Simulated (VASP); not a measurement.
# Mesh, vacuum, cutoff and functional for a few sheets of PtS2, part 2 of 5

Wanted: the error that each setting leaves in the work function or ionisation potential of a few sheets of PtS2.

VASP 6.6.1, plane waves and PAW; the level of theory is named at each step.

So far, highest filled level below the vacuum (eV): step 2 (the base run) 5.72; step 3 (another mesh, mesh points along a 3, k-mesh 3×3×1) 5.97.

## Step 4: Another mesh, mesh points along a 6, k-mesh 6×6×1

Level of this step: PBE; plane waves and PAW (S, Pt) (VASP).

Input file INCAR:

```
SYSTEM = PtS2
PREC = Normal
ENCUT = 350
EDIFF = 1E-06
NELM = 120
ISMEAR = 0
SIGMA = 0.05
LREAL = .FALSE.
ALGO = Normal
GGA = PE
NBANDS = 28
LORBIT = 11
LWAVE = .FALSE.
LCHARG = .FALSE.
KPAR = 4
IDIPOL = 3
LDIPOL = .TRUE.
DIPOL = 0.5 0.5 0.5
LVHAR = .TRUE.
LVACPOTAV = .TRUE.
```

Input file POSCAR:

```
PtS2
1.0
    3.5432000000      0.0000000000      0.0000000000
   -1.7716000000      3.0685012110      0.0000000000
    0.0000000000      0.0000000000     22.3264152000
S Pt
4 2
Direct
    0.3333333330      0.6666666670      0.6640750460
    0.6666666670      0.3333333330      0.5616127750
    0.3333333330      0.6666666670      0.4383872250
    0.6666666670      0.3333333330      0.3359249540
    0.0000000000      0.0000000000      0.6128439110
    0.0000000000      0.0000000000      0.3871560890
```

Input file KPOINTS:

```
Automatic mesh
0
Gamma
6 6 1
0 0 0
```

The projector-augmented-wave data sets are S and Pt (PBE family, release 64).

The run is started by

```sh
> mpirun -np 4 vasp_std
```

What it wrote:

```text
[... set-up lines as in an earlier step ...]
 entering main loop
       N       E                     dE             d eps       ncg     rms          rms(c)
DAV:   1     0.281366222906E+03    0.28137E+03   -0.14750E+04   392   0.941E+02
DAV:   2    -0.746136763758E+01   -0.28883E+03   -0.28014E+03   528   0.224E+02
DAV:   3    -0.326234654517E+02   -0.25162E+02   -0.24634E+02   448   0.739E+01
DAV:   4    -0.333869717034E+02   -0.76351E+00   -0.75997E+00   532   0.137E+01
[...]
DAV:  21    -0.305583732441E+02    0.66759E-04   -0.10548E-04   488   0.420E-02    0.882E-02
DAV:  22    -0.305583625848E+02    0.10659E-04   -0.20218E-05   476   0.190E-02    0.329E-02
DAV:  23    -0.305583619560E+02    0.62876E-06   -0.12471E-06   264   0.551E-03
 [... a notice as in an earlier step ...]

   1 F= -.30558362E+02 E0= -.30558362E+02  d E =-.200066E-13
```

It took 13 s on 4 MPI ranks of Intel Xeon Platinum 8259CL at 2.50GHz (Skylake/Cascade Lake), shared host; peak memory 0.69 GiB; 51 s of CPU time.

Parts of OUTCAR (step 4):

```text
  Total        7.3087450      7.3087450      6.3481315      0.0000000      0.0000000     -0.0000000
  in kB       48.2405700     48.2405700     41.9001456      0.0000000      0.0000000     -0.0000000
  external PRESSURE =      46.1270952 kB  Pullay stress =       0.0000000 kB

 POSITION                                       TOTAL-FORCE (eV/Angst)
 -----------------------------------------------------------------------------------
     -0.00000      2.04567     14.82642         0.000000     -0.000000      1.405692
      1.77160      1.02283     12.53880        -0.000000     -0.000000     -1.150846
     -0.00000      2.04567      9.78762         0.000000      0.000000      1.150846
      1.77160      1.02283      7.50000        -0.000000      0.000000     -1.405692
      0.00000      0.00000     13.68261         0.000000     -0.000000     -0.115245
      0.00000      0.00000      8.64381         0.000000      0.000000      0.115245
 -----------------------------------------------------------------------------------
    total drift:                                0.000000      0.000000      0.000000

  FREE ENERGIE OF THE ION-ELECTRON SYSTEM (eV)
  ---------------------------------------------------
  free  energy   TOTEN  =       -30.5583619560 eV

  energy  without entropy=      -30.5583619560  energy(sigma->0) =      -30.55836196

[... 1 part as in an earlier step ...]

[... 2 further parts left out ...]
[key lines of the parts left out:]
E-fermi :   0.0698
```

Against the base run its depth below the vacuum changes by +0.01 eV and the energy by +0.0 meV an atom.

## Step 5: Another mesh, mesh points along a 12, k-mesh 12×12×1

INCAR is that of step 4.

POSCAR is that of step 4.

Input file KPOINTS:

```
Automatic mesh
0
Gamma
12 12 1
0 0 0
```

The run is started by

```sh
> mpirun -np 4 vasp_std
```

What it wrote:

```text
[... set-up lines as in an earlier step ...]
 entering main loop
       N       E                     dE             d eps       ncg     rms          rms(c)
DAV:   1     0.285176104965E+03    0.28518E+03   -0.14862E+04  1064   0.944E+02
DAV:   2    -0.676623263456E+01   -0.29194E+03   -0.28317E+03  1448   0.225E+02
DAV:   3    -0.326477685266E+02   -0.25882E+02   -0.25415E+02  1264   0.736E+01
DAV:   4    -0.333887777573E+02   -0.74101E+00   -0.73753E+00  1444   0.135E+01
[...]
DAV:  21    -0.305582169726E+02    0.12933E-04   -0.19632E-05  1312   0.182E-02    0.405E-02
DAV:  22    -0.305582140475E+02    0.29252E-05   -0.50747E-06  1196   0.946E-03    0.124E-02
DAV:  23    -0.305582136706E+02    0.37691E-06   -0.44177E-07   640   0.311E-03
 [... a notice as in an earlier step ...]

   1 F= -.30558214E+02 E0= -.30558214E+02  d E =-.167940E-16
```

The job ended after 22 s (4 MPI ranks; peak memory 0.81 GiB).

Parts of OUTCAR (step 5):

```text
  Total        7.3142758      7.3142758      6.3592556      0.0000000     -0.0000000      0.0000000
  in kB       48.2770749     48.2770749     41.9735691      0.0000000     -0.0000000      0.0000000
  external PRESSURE =      46.1759063 kB  Pullay stress =       0.0000000 kB

 POSITION                                       TOTAL-FORCE (eV/Angst)
 -----------------------------------------------------------------------------------
     -0.00000      2.04567     14.82642        -0.000000      0.000000      1.405075
      1.77160      1.02283     12.53880         0.000000     -0.000000     -1.152196
     -0.00000      2.04567      9.78762         0.000000     -0.000000      1.152196
      1.77160      1.02283      7.50000         0.000000     -0.000000     -1.405075
      0.00000      0.00000     13.68261        -0.000000      0.000000     -0.114421
      0.00000      0.00000      8.64381        -0.000000      0.000000      0.114421
 -----------------------------------------------------------------------------------
    total drift:                                0.000000      0.000000      0.000000

  FREE ENERGIE OF THE ION-ELECTRON SYSTEM (eV)
  ---------------------------------------------------
  free  energy   TOTEN  =       -30.5582136706 eV

  energy  without entropy=      -30.5582136706  energy(sigma->0) =      -30.55821367

[... 1 part as in an earlier step ...]

[... 2 further parts left out ...]
[key lines of the parts left out:]
E-fermi :   0.1522
```

Against the base run its depth below the vacuum changes by -0.05 eV and the energy by +0.0 meV an atom.

## Step 6: The series together

Times are for 4 MPI ranks of Intel Xeon Platinum 8259CL at 2.50GHz (Skylake/Cascade Lake), shared host. The series side by side:

```
no.  mesh points along a  highest filled level below the vacuum (eV)  energy at zero smearing (eV)  time  memory (GiB)
  1                    3                                       5.974                        -30.73   7 s          0.45
  2                    6                                       5.735                        -30.56  13 s          0.69
  3                   12                                       5.679                        -30.56  22 s          0.81
```

## Step 7: Another vacuum, vacuum width 5

Too little vacuum lets the faces of neighbouring images overlap, and too much only costs plane waves.

INCAR is that of step 5.

Input file POSCAR:

```
PtS2
1.0
    3.5432000000      0.0000000000      0.0000000000
   -1.7716000000      3.0685012110      0.0000000000
    0.0000000000      0.0000000000     12.3264152019
S Pt
4 2
Direct
    0.3333333330      0.6666666670      0.7971835315
    0.6666666670      0.3333333330      0.6115971167
    0.3333333330      0.6666666670      0.3884028833
    0.6666666670      0.3333333330      0.2028164685
    0.0000000000      0.0000000000      0.7043903250
    0.0000000000      0.0000000000      0.2956096750
```

Input file KPOINTS:

```
Automatic mesh
0
Gamma
9 9 1
0 0 0
```

The run is started by

```sh
> mpirun -np 4 vasp_std
```

What it wrote:

```text
[... set-up lines as in an earlier step ...]
 entering main loop
       N       E                     dE             d eps       ncg     rms          rms(c)
DAV:   1     0.225964628599E+03    0.22596E+03   -0.16492E+04   672   0.102E+03
DAV:   2    -0.183450194959E+02   -0.24431E+03   -0.23682E+03   856   0.233E+02
DAV:   3    -0.330291313138E+02   -0.14684E+02   -0.14152E+02   780   0.606E+01
DAV:   4    -0.334009481487E+02   -0.37182E+00   -0.37121E+00   900   0.104E+01
DAV:   5    -0.334097862778E+02   -0.88381E-02   -0.88367E-02   860   0.158E+00    0.282E+01
DAV:   6    -0.309691062561E+02    0.24407E+01   -0.15432E+01   712   0.311E+01    0.182E+01
DAV:   7    -0.306580077470E+02    0.31110E+00   -0.35525E+00   708   0.159E+01    0.721E+00
DAV:   8    -0.305790752257E+02    0.78933E-01   -0.21765E-01   776   0.343E+00    0.178E+00
DAV:   9    -0.305626639501E+02    0.16411E-01   -0.67100E-02   760   0.212E+00    0.415E-01
DAV:  10    -0.305633903497E+02   -0.72640E-03   -0.64782E-03   816   0.459E-01    0.478E-01
DAV:  11    -0.305634047757E+02   -0.14426E-04   -0.10246E-04   936   0.582E-02    0.445E-01
DAV:  12    -0.305648570365E+02   -0.14523E-02   -0.59969E-03   748   0.415E-01    0.714E-01
DAV:  13    -0.305639096840E+02    0.94735E-03   -0.16606E-03   752   0.321E-01    0.425E-01
DAV:  14    -0.305638126660E+02    0.97018E-04   -0.33598E-04   760   0.883E-02    0.286E-01
DAV:  15    -0.305637036600E+02    0.10901E-03   -0.18445E-04   764   0.560E-02    0.123E-01
DAV:  16    -0.305636940151E+02    0.96449E-05   -0.15696E-05   848   0.196E-02    0.807E-02
DAV:  17    -0.305636876290E+02    0.63861E-05   -0.14477E-05   760   0.164E-02    0.310E-02
DAV:  18    -0.305636873600E+02    0.26906E-06   -0.68518E-06   792   0.117E-02
 -----------------------------------------------------------------------------
|                                                                             |
|           W    W    AA    RRRRR   N    N  II  N    N   GGGG   !!!           |
|           W    W   A  A   R    R  NN   N  II  NN   N  G    G  !!!           |
|           W    W  A    A  R    R  N N  N  II  N N  N  G       !!!           |
|           W WW W  AAAAAA  RRRRR   N  N N  II  N  N N  G  GGG   !            |
|           WW  WW  A    A  R   R   N   NN  II  N   NN  G    G                |
|           W    W  A    A  R    R  N    N  II  N    N   GGGG   !!!           |
|                                                                             |
|     The minimum charge density times volume of the cell along the axis      |
|     of the dipole correction is larger 1E-1, which could mean that your     |
|     workfunction is not accurate as there is no field free region in        |
|     your cell. Please consider either increasing the size of your cell      |
|     along the dipole correction (vacuum dimension) or perhaps               |
|     increasing the precision of your calculation.                           |
|                                                                             |
 -----------------------------------------------------------------------------

 [... a notice as in an earlier step ...]

   1 F= -.30563687E+02 E0= -.30563687E+02  d E =-.108299E-10
 -----------------------------------------------------------------------------
|                                                                             |
|           W    W    AA    RRRRR   N    N  II  N    N   GGGG   !!!           |
|           W    W   A  A   R    R  NN   N  II  NN   N  G    G  !!!           |
|           W    W  A    A  R    R  N N  N  II  N N  N  G       !!!           |
|           W WW W  AAAAAA  RRRRR   N  N N  II  N  N N  G  GGG   !            |
|           WW  WW  A    A  R   R   N   NN  II  N   NN  G    G                |
|           W    W  A    A  R    R  N    N  II  N    N   GGGG   !!!           |
|                                                                             |
|     The minimum charge density times volume of the cell along the axis      |
|     of the dipole correction is larger 1E-1, which could mean that your     |
|     workfunction is not accurate as there is no field free region in        |
|     your cell. Please consider either increasing the size of your cell      |
|     along the dipole correction (vacuum dimension) or perhaps               |
|     increasing the precision of your calculation.                           |
|                                                                             |
 -----------------------------------------------------------------------------

 [... a notice as in an earlier step ...]
```

The job ended after 7.6 s (4 MPI ranks; peak memory 0.57 GiB).

OUTCAR, selected parts (step 7):

```text
   ENCUT  =  350.0 eV  25.72 Ry    5.07 a.u.   5.40  5.40 18.80*2*pi/ulx,y,z

   NELECT =      44.0000    total number of electrons

 dipolmoment           0.000000      0.000000     -0.000000 electrons x Angstroem

 E-fermi :   4.5451

 k-point     1 :       0.0000    0.0000    0.0000
  band No.  band energies     occupation
    ...
     18       3.2336      2.00000
     19       3.2337      2.00000
     20       3.3298      2.00000
     21       3.3298      2.00000
     22       3.9898      2.00000
     23       7.0912      0.00000
     24       7.0913      0.00000
     25       7.3297      0.00000
     26       7.3297      0.00000
     27       9.2218      0.00000
    ...

  Total        7.3162122      7.3162122      6.3391122      0.0000000      0.0000000      0.0000000
  in kB       87.4657681     87.4657681     75.7844778      0.0000000      0.0000000      0.0000000
  external PRESSURE =      83.5720046 kB  Pullay stress =       0.0000000 kB

 POSITION                                       TOTAL-FORCE (eV/Angst)
 -----------------------------------------------------------------------------------
     -0.00000      2.04567      9.82642         0.000000      0.000000      1.407804
      1.77160      1.02283      7.53880         0.000000     -0.000000     -1.154135
     -0.00000      2.04567      4.78762         0.000000     -0.000000      1.154135
      1.77160      1.02283      2.50000        -0.000000     -0.000000     -1.407804
      0.00000      0.00000      8.68261        -0.000000     -0.000000     -0.114407
      0.00000      0.00000      3.64381        -0.000000      0.000000      0.114407
 -----------------------------------------------------------------------------------
    total drift:                                0.000000      0.000000      0.000000

  FREE ENERGIE OF THE ION-ELECTRON SYSTEM (eV)
  ---------------------------------------------------
  free  energy   TOTEN  =       -30.5636873600 eV

  energy  without entropy=      -30.5636873600  energy(sigma->0) =      -30.56368736

[... 2 parts as in an earlier step ...]

[... 14 further parts left out ...]
```

Numbers from this step:

* electronic cycles: 18
* Fermi energy: 4.545 eV
* gap on the k-mesh: 1.237 eV
* least direct gap on the k-mesh: 1.503 eV

Force by atom:

```
atom  x (eV/Å)  y (eV/Å)  z (eV/Å)  size
  S1      0.00      0.00      1.41  1.41
  S2      0.00      0.00     -1.15  1.15
  S3      0.00      0.00      1.15  1.15
  S4      0.00      0.00     -1.41  1.41
 Pt5      0.00      0.00     -0.11  0.11
 Pt6      0.00      0.00      0.11  0.11
```

The program found no flat vacuum in this gap and printed no vacuum level, so no level below the vacuum can be given.

## Step 8: Another vacuum, vacuum width 8

INCAR is that of step 7.

Input file POSCAR:

```
PtS2
1.0
    3.5432000000      0.0000000000      0.0000000000
   -1.7716000000      3.0685012110      0.0000000000
    0.0000000000      0.0000000000     15.3264152019
S Pt
4 2
Direct
    0.3333333330      0.6666666670      0.7390126819
    0.6666666670      0.3333333330      0.5897530426
    0.3333333330      0.6666666670      0.4102469574
    0.6666666670      0.3333333330      0.2609873181
    0.0000000000      0.0000000000      0.6643828630
    0.0000000000      0.0000000000      0.3356171370
```

KPOINTS is that of step 7.

The run is started by

```sh
> mpirun -np 4 vasp_std
```

What it wrote:

```text
[... set-up lines as in an earlier step ...]
 entering main loop
       N       E                     dE             d eps       ncg     rms          rms(c)
DAV:   1     0.251435778309E+03    0.25144E+03   -0.15916E+04   680   0.991E+02
DAV:   2    -0.137395825013E+02   -0.26518E+03   -0.25667E+03   860   0.230E+02
DAV:   3    -0.328489700679E+02   -0.19109E+02   -0.18746E+02   780   0.674E+01
DAV:   4    -0.333932909097E+02   -0.54432E+00   -0.54265E+00   904   0.122E+01
[...]
DAV:  21    -0.305587102325E+02    0.27867E-04   -0.30696E-05   780   0.231E-02    0.971E-02
DAV:  22    -0.305586986745E+02    0.11558E-04   -0.31350E-05   740   0.226E-02    0.225E-02
DAV:  23    -0.305586985437E+02    0.13074E-06   -0.20785E-06   620   0.655E-03
 [... a notice as in an earlier step ...]

   1 F= -.30558699E+02 E0= -.30558699E+02  d E =-.281024E-13
```

It took 12 s on 4 MPI ranks; peak memory 0.63 GiB.

Parts of OUTCAR (step 8):

```text
  Total        7.3074994      7.3074994      6.3378655      0.0000000      0.0000000      0.0000000
  in kB       70.2614032     70.2614032     60.9383997      0.0000000      0.0000000      0.0000000
  external PRESSURE =      67.1537354 kB  Pullay stress =       0.0000000 kB

 POSITION                                       TOTAL-FORCE (eV/Angst)
 -----------------------------------------------------------------------------------
     -0.00000      2.04567     11.32642         0.000000      0.000000      1.403716
      1.77160      1.02283      9.03880        -0.000000      0.000000     -1.152657
     -0.00000      2.04567      6.28762         0.000000      0.000000      1.152657
      1.77160      1.02283      4.00000        -0.000000     -0.000000     -1.403716
      0.00000      0.00000     10.18261         0.000000      0.000000     -0.114850
      0.00000      0.00000      5.14381        -0.000000     -0.000000      0.114850
 -----------------------------------------------------------------------------------
    total drift:                                0.000000      0.000000      0.000000

  FREE ENERGIE OF THE ION-ELECTRON SYSTEM (eV)
  ---------------------------------------------------
  free  energy   TOTEN  =       -30.5586985437 eV

  energy  without entropy=      -30.5586985437  energy(sigma->0) =      -30.55869854

[... 1 part as in an earlier step ...]

[... 2 further parts left out ...]
[key lines of the parts left out:]
E-fermi :   2.6099
```

Against the base run its depth below the vacuum changes by -0.03 eV and the energy by -0.0 meV an atom.

## Step 9: Another vacuum, vacuum width 24

INCAR is that of step 8.

Input file POSCAR:

```
PtS2
1.0
    3.5432000000      0.0000000000      0.0000000000
   -1.7716000000      3.0685012110      0.0000000000
    0.0000000000      0.0000000000     31.3264152019
S Pt
4 2
Direct
    0.3333333330      0.6666666670      0.6169366995
    0.6666666670      0.3333333330      0.5439115803
    0.3333333330      0.6666666670      0.4560884197
    0.6666666670      0.3333333330      0.3830633005
    0.0000000000      0.0000000000      0.5804241403
    0.0000000000      0.0000000000      0.4195758597
```

KPOINTS is that of step 8.

The run is started by

```sh
> mpirun -np 4 vasp_std
```

What it wrote:

```text
[... set-up lines as in an earlier step ...]
 entering main loop
       N       E                     dE             d eps       ncg     rms          rms(c)
DAV:   1     0.320168354138E+03    0.32017E+03   -0.13573E+04   672   0.898E+02
DAV:   2     0.400150158261E+00   -0.31977E+03   -0.31127E+03  1012   0.217E+02
DAV:   3    -0.325915655452E+02   -0.32992E+02   -0.32644E+02   828   0.793E+01
DAV:   4    -0.333888395283E+02   -0.79727E+00   -0.79148E+00   932   0.137E+01
[...]
DAV:  20    -0.305582150176E+02    0.68819E-05   -0.44622E-06   760   0.864E-03    0.692E-02
DAV:  21    -0.305582077467E+02    0.72709E-05   -0.18631E-05   712   0.174E-02    0.150E-02
DAV:  22    -0.305582074720E+02    0.27469E-06   -0.14335E-06   464   0.551E-03
 [... a notice as in an earlier step ...]

   1 F= -.30558207E+02 E0= -.30558207E+02  d E =-.653557E-13
```

Wall time 23 s (4 MPI ranks); peak memory 0.85 GiB; 87 s of CPU time.

Parts of OUTCAR (step 9):

```text
  Total        7.3159941      7.3159941      6.3491445      0.0000000      0.0000000      0.0000000
  in kB       34.4152763     34.4152763     29.8671048      0.0000000      0.0000000      0.0000000
  external PRESSURE =      32.8992191 kB  Pullay stress =       0.0000000 kB

 POSITION                                       TOTAL-FORCE (eV/Angst)
 -----------------------------------------------------------------------------------
     -0.00000      2.04567     19.32642         0.000000     -0.000000      1.404777
      1.77160      1.02283     17.03880        -0.000000      0.000000     -1.152175
     -0.00000      2.04567     14.28762         0.000000     -0.000000      1.152175
      1.77160      1.02283     12.00000         0.000000      0.000000     -1.404777
      0.00000      0.00000     18.18261        -0.000000     -0.000000     -0.114092
      0.00000      0.00000     13.14381        -0.000000     -0.000000      0.114092
 -----------------------------------------------------------------------------------
    total drift:                               -0.000000      0.000000      0.000000

  FREE ENERGIE OF THE ION-ELECTRON SYSTEM (eV)
  ---------------------------------------------------
  free  energy   TOTEN  =       -30.5582074720 eV

  energy  without entropy=      -30.5582074720  energy(sigma->0) =      -30.55820747

[... 1 part as in an earlier step ...]

[... 2 further parts left out ...]
[key lines of the parts left out:]
E-fermi :  -1.5240
```

Against the base run its depth below the vacuum changes by +0.00 eV and the energy by +0.0 meV an atom.

[end of part 2 of 5]

[Lines on the potential files, build, host, timing and source positions are cut from VASP's logs without a mark.]

[Logs are printed without paths, hosts, clocks, repeated set-up lines and the standing remarks that a program may print on its own settings, such as how far it seeks lower states.]

[Hosts, paths, dates, database ids (printed as entryN), source tags and the programs' standing remarks are cut or masked in the printed files.]

[In band tables of VASP the shares of atoms and orbitals are scaled to a sum of 1 inside the atoms' spheres.]

[Runs that stopped without an error message from VASP are left out.]
